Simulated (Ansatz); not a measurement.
## AlGaN₂: strain energy, fitted

AlGaN₂, P-4m2, a = 3.139 Å, c = 4.422 Å. The structure is a Materials Project entry; whether it is the stable form wasn't checked. Ansatz: r2SCAN, PAW, 500 eV, Γ-centred 8×8×6 mesh on 4 atoms, Gaussian smearing 0.02 eV; no spin polarisation. Series: strain along c alone, the other axes held, atoms relaxed; x is the strain in per cent. y is the free energy over the unstrained cell, V0 = 10.890 Å³/atom.

| x (%) | y (meV/atom) |
| --- | --- |
| -6.0 | ? |
| -4.0 | 16.16 |
| -2.0 | 4.02 |
| 0.0 | 0.00 |
| 2.0 | 3.93 |
| 4.0 | 15.61 |
| 6.0 | 34.83 |

Task: Fit y = c2 x² + c3 x³ to the other rows, turn c2 into a modulus, and predict the missing energy.

Result: Least squares on the rows shown. y = 0.99301 x² − 0.0042616 x³. In eV per unit strain² c2 is 9.930; this is C33 with relaxed ions (E = ½ C33 V0 ε²): 2 × 9.930 × 160.2 / (10.890) = 292 GPa. At x = -6.0 the fit asked for gives 36.67 meV/atom. The run gave 36.60 meV/atom, so the fit is 0.07 meV/atom too high, a small miss on the scale of the series.